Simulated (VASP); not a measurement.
# CrCuO2 (R-3m) in VASP: notebook

Runs on CrCuO2. Level: PBE. Tasks: phonons.

Program: VASP 6.6.1. These are calculated values, not measurements. Logs are shortened: lines on timing, memory, paths and dates and some standing lists are left out, and cuts for length are marked.

## (1) The structure

Symmetry: R-3m, No. 166, trigonal system. Conventional cell: a = 3.014 Å, b = 3.014 Å, c = 17.150 Å, α = 90.00°, β = 90.00°, γ = 120.00°. Cr (site symmetry -3m) is surrounded by 6 O at 2.01 Å. Cu (site symmetry -3m) has 2 O at 1.86 Å as nearest neighbours. Around O (site symmetry 3m) lie 1 Cu at 1.86 Å and 3 Cr at 2.01 Å.

## (2) Phonons, PBE, collinear spin, ferromagnetic start

The input, POSCAR:

```
CrCuO2
1.0
    1.5068190549      0.8699623869      5.7167858605
   -1.5068190549      0.8699623869      5.7167858605
   -0.0000000000     -1.7399247739      5.7167858605
  Cr              Cu              O
     1     1     2
Direct
     0.5000000000000000    0.5000000000000000    0.5000000000000000
     0.0000000000000000    0.0000000000000000    0.0000000000000000
     0.1084543685375692    0.1084543685375692    0.1084543685375692
     0.8915456314624308    0.8915456314624308    0.8915456314624308
```

The input, INCAR.step1:

```
SYSTEM = CrCuO2
ALGO = Normal
EDIFF = 1E-8
EDIFFG = -0.002
ENCUT = 600
GGA = PE
IBRION = 2
ISIF = 2
ISMEAR = -1
ISPIN = 2
KPAR = 8
LASPH = .TRUE.
LCHARG = .FALSE.
LMAXMIX = 4
LORBIT = 11
LREAL = .FALSE.
LWAVE = .FALSE.
MAGMOM = 3 0 0 0
NELM = 150
NSW = 40
PREC = Accurate
SIGMA = 0.05
```

The input, INCAR.step2:

```
SYSTEM = CrCuO2
ALGO = Normal
EDIFF = 1E-8
ENCUT = 600
GGA = PE
IBRION = 6
ISIF = 2
ISMEAR = -1
ISPIN = 2
KPAR = 8
LASPH = .TRUE.
LCHARG = .FALSE.
LMAXMIX = 4
LORBIT = 11
LREAL = .FALSE.
LWAVE = .FALSE.
MAGMOM = 3 0 0 0
NELM = 150
NFREE = 2
NSW = 1
POTIM = 0.015
PREC = Accurate
SIGMA = 0.05
```

The input, KPOINTS:

```
k-points
0
G
  8 8 8
  0 0 0
```

Potentials or basis: VASP PAW PBE potentials, release 64 (Cr_pv, Cu, O).

Run with:

```console
$ cat potpaw_PBE.64/Cr_pv/POTCAR potpaw_PBE.64/Cu/POTCAR potpaw_PBE.64/O/POTCAR > POTCAR
$ cp INCAR.step1 INCAR
$ mpirun -np 8 vasp_std > vasp.out
$ cp CONTCAR POSCAR
$ cp INCAR.step2 INCAR
$ mpirun -np 8 vasp_std > vasp.out
```

OUTCAR:

```text
SYSTEM = CrCuO2
   EDIFF = 1E-8
   ENCUT = 600
   GGA = PE
   IBRION = 6
   ISIF = 2
   ISMEAR = -1
   ISPIN = 2
   LASPH = .TRUE.
   LORBIT = 11
   LREAL = .FALSE.
   NELM = 150
   NFREE = 2
   NSW = 1
   POTIM = 0.015
   PREC = Accurate

 ion  position               nearest neighbor table
   1  0.500  0.500  0.500-   3 2.01   4 2.01   3 2.01   3 2.01   4 2.01   4 2.01
   2  0.000  0.000  0.000-   3 1.86   4 1.86
   3  0.108  0.108  0.108-   2 1.86   1 2.01   1 2.01   1 2.01
   4  0.892  0.892  0.892-   2 1.86   1 2.01   1 2.01   1 2.01

  LATTYP: Found a trigonal (rhomboedric) cell.
 ALAT       =     5.9756990213
 COS(alpha) =     0.8728328986

  Lattice vectors:

 A1 = (   1.5068190549,   0.8699623869,   5.7167858605)
 A2 = (  -1.5068190549,   0.8699623869,   5.7167858605)
 A3 = (   0.0000000000,  -1.7399247739,   5.7167858605)

Analysis of symmetry for initial positions (statically):
=====================================================================
 Subroutine PRICEL returns:
 Original cell was already a primitive cell.

 Routine SETGRP: Setting up the symmetry group for a
 trigonal (rhombohedral) supercell.

 Subroutine GETGRP returns: Found 12 space group operations
 (whereof 12 operations were pure point group operations)
 out of a pool of 12 trial point group operations.

The static configuration has the point symmetry D_3d.

Analysis of symmetry for dynamics (positions and initial velocities):
=====================================================================
 Subroutine PRICEL returns:
 Original cell was already a primitive cell.

 Routine SETGRP: Setting up the symmetry group for a
 trigonal (rhombohedral) supercell.

 Subroutine GETGRP returns: Found 12 space group operations
 (whereof 12 operations were pure point group operations)
 out of a pool of 12 trial point group operations.

The dynamic configuration has the point symmetry D_3d.

Analysis of structural, dynamic, and magnetic symmetry:
=====================================================================
 Subroutine PRICEL returns:
 Original cell was already a primitive cell.
[... 352 lines left out ...]

 number of electron      34.9999995 magnetization       2.9999997

 Free energy of the ion-electron system (eV)
  ---------------------------------------------------
  ext. energy  EPLUGINS =         0.00000000
  ---------------------------------------------------
  free energy    TOTEN  =       -28.90679289 eV

  energy without entropy =      -28.90679246  energy(sigma->0) =      -28.90679268

 E-fermi :   6.2844     XC(G=0): -11.4281

 val. band max:        5.6885979850   @ k =  -0.3750   0.3750   0.0000
 cond. band min:       6.8807542352   @ k =   0.3750   0.3750   0.0000
 fundamental gap:      1.1921562502
 Fermi energy:         6.2844277615

 spin component 1

 k-point     1 :       0.0000    0.0000    0.0000
  band No.  band energies     occupation
      1     -38.6639      1.00000
      2     -38.6133      1.00000
      3     -38.6133      1.00000
      4     -14.3747      1.00000
      5     -12.9261      1.00000
      6      -2.3252      1.00000
[... 613 lines left out ...]
     22       8.4544      0.00000
     23      11.1323      0.00000

 [... further k-points ...]

 spin component 2

 k-point     1 :       0.0000    0.0000    0.0000
  band No.  band energies     occupation
      1     -35.7072      1.00000
      2     -35.7072      1.00000
      3     -35.6772      1.00000
      4     -14.2981      1.00000
      5     -12.8954      1.00000
      6      -1.9888      1.00000
[... 646 lines left out ...]
  FREE ENERGIE OF THE ION-ELECTRON SYSTEM (eV)
  ---------------------------------------------------
  free  energy   TOTEN  =       -28.9067928931 eV

  energy  without entropy=      -28.9067924582  energy(sigma->0) =      -28.90679268

 INTERNAL STRAIN TENSORS FROM DISPLACED ATOMS
 ============================================

 INTERNAL STRAIN TENSOR FOR ION    1 for displacements in x,y,z  (eV/Angst):
          X           Y           Z          XY          YZ          ZX
  --------------------------------------------------------------------------------
  x     0.00000     0.00000     0.00000     0.00000     0.00000     0.00000
  y     0.00000     0.00000     0.00000     0.00000     0.00000     0.00000
  z     0.00000     0.00000     0.00000     0.00000     0.00000     0.00000

 INTERNAL STRAIN TENSOR FOR ION    4 for displacements in x,y,z  (eV/Angst):
          X           Y           Z          XY          YZ          ZX
  --------------------------------------------------------------------------------
  x     0.00000     0.00000     0.00000     4.40412     0.00000    -9.85959
  y     4.40412    -4.40412    -0.00000     0.00000    -9.85813     0.00000
  z    -7.73872    -7.73872     7.32882     0.00000    -0.00000     0.00000

 Eigenvectors and eigenvalues of the dynamical matrix
 ----------------------------------------------------

   1 f  =   19.648934 THz   123.457893 2PiTHz  655.417885 cm-1    81.261424 meV
             X         Y         Z           dx          dy          dz
      0.000000 -0.000000  8.575179    -0.000000    0.000000   -0.000000
      0.000000  0.000000  0.000000    -0.000000    0.000000   -0.000000
      0.000000 -0.000000  1.860136    -0.000000    0.000000   -0.707107
      0.000000 -0.000000 15.290222     0.000000   -0.000000    0.707107
[... 71 lines left out ...]
  12 f/i=    0.005428 THz     0.034102 2PiTHz    0.181045 cm-1     0.022447 meV
             X         Y         Z           dx          dy          dz
      0.000000 -0.000000  8.575179     0.000000    0.000000   -0.593477
      0.000000  0.000000  0.000000     0.000000    0.000000   -0.656569
      0.000000 -0.000000  1.860136     0.000000    0.000000   -0.329167
      0.000000 -0.000000 15.290222     0.000000    0.000000   -0.329167

 ELASTIC MODULI CONTR FROM IONIC RELAXATION (kBar)
 Direction    XX          YY          ZZ          XY          YZ          ZX
 --------------------------------------------------------------------------------
 XX        -295.2489    -42.4638    159.9125     -0.0000    282.9159      0.0000
 YY         -42.4638   -295.2489    159.9125     -0.0000   -282.9159      0.0000
 ZZ         159.9125    159.9125   -151.4424      0.0000      0.0000     -0.0000
 XY          -0.0000     -0.0000      0.0000   -126.3925      0.0000    282.9577
 YZ         282.9159   -282.9159      0.0000      0.0000   -633.2761     -0.0000
 ZX           0.0000      0.0000     -0.0000    282.9577     -0.0000   -633.4634
 --------------------------------------------------------------------------------

 total charge

# of ion       s       p       d       tot
------------------------------------------
    1        0.286   6.324   4.065  10.675
    2        0.425   0.307   9.216   9.948
    3        1.549   3.489   0.000   5.039
    4        1.549   3.489   0.000   5.039
--------------------------------------------------
tot          3.809  13.610  13.281  30.700

 magnetization (x)

# of ion       s       p       d       tot
------------------------------------------
    1        0.030   0.026   2.790   2.846
    2        0.018   0.008   0.000   0.026
    3       -0.001  -0.007   0.000  -0.008
    4       -0.001  -0.007   0.000  -0.008
--------------------------------------------------
tot          0.046   0.021   2.790   2.856
```

Wall time 18 min (8 MPI ranks of Intel Xeon Platinum 8559C (Emerald Rapids), shared host); peak memory 1 GiB.

What came out:

```
Net moment                                              : 3.00 μB per cell
Site moments                                            : Cr +2.85; Cu +0.03; O -0.01 μB
Valence electrons inside the program's atomic spheres   : Cr 10.68; Cu 9.95; O 5.04
Highest phonon frequency at Γ, LO-TO splitting left out : 655 cm⁻¹
```

Phonon frequencies in cm⁻¹ (negative: imaginary):
```tsv
q point	frequencies
(0.000, 0.000, 0.000)	0 0 0 137 137 352 431 431 473 473 637 655
```

Caveat: only a ferromagnetic start was run, and an antiferromagnetic order may lie lower in energy.

## (3) Phonons, PBE, collinear spin, ferromagnetic start

This run uses another cell than the first one, of 10.89 Å³/atom, 0.969 times its volume.

The input, POSCAR:

```
CrCuO2
1.0
    1.4849688057      0.8573471397      5.7009593482
   -1.4849688057      0.8573471397      5.7009593482
    0.0000000000     -1.7146942794      5.7009593482
  Cr              Cu              O
     1     1     2
Direct
     0.5000000000000000    0.5000000000000000    0.5000000000000000
     0.0000000000000000    0.0000000000000000    0.0000000000000000
     0.1079674650345683    0.1079674650345683    0.1079674650345684
     0.8920325349654318    0.8920325349654318    0.8920325349654317
```

INCAR.step1 is that of step 2.

INCAR.step2 is that of step 2.

KPOINTS is that of step 2.

Potentials or basis: VASP PAW PBE potentials, release 64 (Cr_pv, Cu, O).

Run with:

```console
$ cat potpaw_PBE.64/Cr_pv/POTCAR potpaw_PBE.64/Cu/POTCAR potpaw_PBE.64/O/POTCAR > POTCAR
$ cp INCAR.step1 INCAR
$ mpirun -np 8 vasp_std > vasp.out
$ cp CONTCAR POSCAR
$ cp INCAR.step2 INCAR
$ mpirun -np 8 vasp_std > vasp.out
```

OUTCAR:

```text
SYSTEM = CrCuO2
   EDIFF = 1E-8
   ENCUT = 600
   GGA = PE
   IBRION = 6
   ISIF = 2
   ISMEAR = -1
   ISPIN = 2
   LASPH = .TRUE.
   LORBIT = 11
   LREAL = .FALSE.
   NELM = 150
   NFREE = 2
   NSW = 1
   POTIM = 0.015
   PREC = Accurate

 ion  position               nearest neighbor table
   1  0.500  0.500  0.500-   3 1.99   4 1.99   3 1.99   3 1.99   4 1.99   4 1.99
   2  0.000  0.000  0.000-   3 1.85   4 1.85
   3  0.108  0.108  0.108-   2 1.85   1 1.99   1 1.99   1 1.99
   4  0.892  0.892  0.892-   2 1.85   1 1.99   1 1.99   1 1.99

  LATTYP: Found a trigonal (rhomboedric) cell.
 ALAT       =     5.9532439864
 COS(alpha) =     0.8755607763

  Lattice vectors:

 A1 = (   1.4849688057,   0.8573471397,   5.7009593482)
 A2 = (  -1.4849688057,   0.8573471397,   5.7009593482)
 A3 = (   0.0000000000,  -1.7146942794,   5.7009593482)
[... 1700 lines left out ...]
  x     0.00000     0.00000     0.00000     0.00000     0.00000     0.00000
  y     0.00000     0.00000     0.00000     0.00000     0.00000     0.00000
  z     0.00000     0.00000     0.00000     0.00000     0.00000     0.00000

 INTERNAL STRAIN TENSOR FOR ION    4 for displacements in x,y,z  (eV/Angst):
          X           Y           Z          XY          YZ          ZX
  --------------------------------------------------------------------------------
  x     0.00000     0.00000     0.00000     5.37551     0.00000   -10.99444
  y     5.37551    -5.37551    -0.00000     0.00000   -10.99293     0.00000
  z    -8.67766    -8.67766     7.99686     0.00000    -0.00000     0.00000

 Eigenvectors and eigenvalues of the dynamical matrix
 ----------------------------------------------------

   1 f  =   20.366357 THz   127.965594 2PiTHz  679.348537 cm-1    84.228446 meV
             X         Y         Z           dx          dy          dz
      0.000000  0.000000  8.551439    -0.000000   -0.000000    0.000000
      0.000000  0.000000  0.000000    -0.000000   -0.000000    0.000000
      0.000000  0.000000  1.846653     0.000000   -0.000000   -0.707107
      0.000000  0.000000 15.256225     0.000000    0.000000    0.707107
[... 71 lines left out ...]
  12 f/i=    0.005327 THz     0.033468 2PiTHz    0.177678 cm-1     0.022029 meV
             X         Y         Z           dx          dy          dz
      0.000000  0.000000  8.551439    -0.000000   -0.000000    0.593497
      0.000000  0.000000  0.000000    -0.000000   -0.000000    0.656545
      0.000000  0.000000  1.846653    -0.000000   -0.000000    0.329173
      0.000000  0.000000 15.256225    -0.000000   -0.000000    0.329173

 ELASTIC MODULI CONTR FROM IONIC RELAXATION (kBar)
 Direction    XX          YY          ZZ          XY          YZ          ZX
 --------------------------------------------------------------------------------
 XX        -384.9347    -23.1564    188.0373      0.0000    369.9185     -0.0000
 YY         -23.1564   -384.9347    188.0373     -0.0000   -369.9185      0.0000
 ZZ         188.0373    188.0373   -173.2849     -0.0000      0.0000      0.0000
 XY           0.0000     -0.0000     -0.0000   -180.8892     -0.0000    369.9696
 YZ         369.9185   -369.9185      0.0000     -0.0000   -756.4836      0.0000
 ZX          -0.0000      0.0000      0.0000    369.9696      0.0000   -756.6926
 --------------------------------------------------------------------------------

 total charge

# of ion       s       p       d       tot
------------------------------------------
    1        0.295   6.345   4.102  10.742
    2        0.433   0.323   9.218   9.974
    3        1.550   3.505   0.000   5.055
    4        1.550   3.505   0.000   5.055
--------------------------------------------------
tot          3.828  13.677  13.320  30.825

 magnetization (x)

# of ion       s       p       d       tot
------------------------------------------
    1        0.029   0.027   2.772   2.827
    2        0.019   0.009   0.004   0.032
    3       -0.001   0.000   0.000  -0.001
    4       -0.001   0.000   0.000  -0.001
--------------------------------------------------
tot          0.046   0.036   2.775   2.858
```

OUTCAR.step1:

```text
SYSTEM = CrCuO2
   EDIFF = 1E-8
   EDIFFG = -0.002
   ENCUT = 600
   GGA = PE
   IBRION = 2
   ISIF = 2
   ISMEAR = -1
   ISPIN = 2
[... 1568 lines left out ...]
    1        0.297   6.349   4.106  10.752
    2        0.429   0.317   9.217   9.963
    3        1.550   3.505   0.000   5.056
    4        1.550   3.505   0.000   5.056
--------------------------------------------------
tot          3.827  13.676  13.323  30.826

 magnetization (x)

# of ion       s       p       d       tot
------------------------------------------
    1        0.029   0.027   2.769   2.825
    2        0.019   0.010   0.004   0.033
    3       -0.001   0.001   0.000  -0.001
    4       -0.001   0.001   0.000  -0.001
--------------------------------------------------
tot          0.047   0.038   2.773   2.857
```

OSZICAR.step1:

```text
N       E                     dE             d eps       ncg     rms          rms(c)
DAV:   1     0.383037476626E+03    0.38304E+03   -0.20864E+04  6172   0.232E+03
DAV:   2     0.781515807282E+01   -0.37522E+03   -0.35716E+03  6337   0.497E+02
[... 19 lines left out ...]
       N       E                     dE             d eps       ncg     rms          rms(c)
DAV:   1    -0.288849730193E+02    0.84910E-07   -0.10870E-04  6106   0.684E-02    0.254E-03
DAV:   2    -0.288849732667E+02   -0.24740E-06   -0.28815E-06  7116   0.146E-02    0.226E-03
DAV:   3    -0.288849732472E+02    0.19528E-07   -0.69216E-08  7474   0.327E-03    0.130E-03
DAV:   4    -0.288849732300E+02    0.17127E-07   -0.13777E-08  4583   0.219E-03    0.905E-04
DAV:   5    -0.288849732245E+02    0.55152E-08   -0.14058E-08  3518   0.164E-03
   2 F= -.28884973E+02 E0= -.28884973E+02  d E =-.116877E-06  mag=     3.0000
```

Run time: 20 min. Hardware: 8 MPI ranks of Intel Xeon Platinum 8559C (Emerald Rapids), shared host; peak memory 1 GiB.

What came out:

| Property | Result |
| --- | --- |
| Net moment | 3.00 μB per cell |
| Site moments | Cr +2.83; Cu +0.03; O -0.00 μB |
| Valence electrons inside the program's atomic spheres | Cr 10.74; Cu 9.97; O 5.05 |
| Highest phonon frequency at Γ, LO-TO splitting left out | 679 cm⁻¹ |

Phonon frequencies in cm⁻¹ (negative: imaginary):
```tsv
q point	frequencies
(0.000, 0.000, 0.000)	0 0 0 134 134 366 447 447 495 495 663 679
```

Caveat: only a ferromagnetic start was run, and an antiferromagnetic order may lie lower in energy.
